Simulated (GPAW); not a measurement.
## CdSe (Cadmoselite): band structure with MS2

**What was measured.**

From a printed reference work, data compilation, for a bulk crystal of CdSe at 2 K: band gap 1.841 eV.

The system is CdSe (Cadmoselite).

```
Cd Se
1.0
     4.30000    0.00000    0.00000
    -2.15000    3.72391    0.00000
     0.00000    0.00000    7.02000
Cd Se
2 2
Cartesian
  2.1500 1.2413 3.5100
  0.0000 2.4826 0.0000
  2.1500 1.2413 6.2127
  0.0000 2.4826 2.7027
```

```
Program                   : GPAW 26.7.0
Task                      : band structure
Functional                : MS2
Potentials or basis       : GPAW PAW data sets (gpaw-data 1.2.1)
Cutoff                    : 600 eV
Basis                     : pw
k mesh                    : 5 × 5 × 3
Occupations               : fermi-dirac, width 0.05 eV
Spin                      : spin-orbit coupling, no magnetisation
Maxiter                   : 150
Band path                 : GMKGALHA,LM,KH
Band points               : 60
spin axis theta (degrees) : 54.7
spin axis phi (degrees)   : 45
Soc after scf             : second variation without the xc potential
```

* Pressure: 1.0 GPa
* Largest force: 0.274 eV/Å
* Band gap on the k mesh: 0.92 eV, direct
* Band gap along the path: 0.92 eV, direct

Forces in eV/Å, atoms in the order of the input:
```
Cd   0.000  0.000  0.273
Cd   0.000  0.000  0.273
Se   0.000  0.000 -0.274
Se   0.000  0.000 -0.274
```

Stress tensor (GPa, compression positive):
```
 1.63  0.00  0.00
 0.00  1.63  0.00
 0.00  0.00 -0.40
```

Levels at the corners of the path, in eV from the valence-band top:
| point | band 34 | band 35 | band 36 | band 37 | band 38 | band 39 |
| --- | --- | --- | --- | --- | --- | --- |
| Γ | -0.01 | 0.00 | 0.00 | 0.92 | 0.92 | 2.31 |
| M | -1.41 | -0.94 | -0.94 | 3.38 | 3.38 | 3.45 |
| K | -1.94 | -1.83 | -1.83 | 4.37 | 4.37 | 4.86 |
| Γ | -0.01 | 0.00 | 0.00 | 0.92 | 0.92 | 2.31 |
| A | -0.38 | -0.38 | -0.38 | 2.51 | 2.51 | 2.51 |
| L | -1.39 | -1.39 | -1.39 | 3.11 | 3.11 | 3.11 |
| H | -1.24 | -1.18 | -1.18 | 3.95 | 3.95 | 4.01 |
| A | -0.38 | -0.38 | -0.38 | 2.51 | 2.51 | 2.51 |
| L | -1.39 | -1.39 | -1.39 | 3.11 | 3.11 | 3.11 |
| M | -1.41 | -0.94 | -0.94 | 3.38 | 3.38 | 3.45 |
| K | -1.94 | -1.83 | -1.83 | 4.37 | 4.37 | 4.86 |
| H | -1.24 | -1.18 | -1.18 | 3.95 | 3.95 | 4.01 |

Wall time 5 min on 1 thread of Arm Neoverse V2 (shared host), peak memory 0.63 GiB.

A measured gap of CdSe is 1.841 eV (2 K; a printed reference work, data compilation); the calculated 0.92 eV misses it by -0.93 eV. The value is that of MS2, without temperature or zero-point motion.

Caveat: spin-orbit coupling was added after a scalar SCF, so levels and gaps hold it while energy, forces, pressure and moments don't; this program's spin-orbit splittings come out too wide for heavy elements; the PAW data sets were made with another functional, which shifts forces and pressure a little.
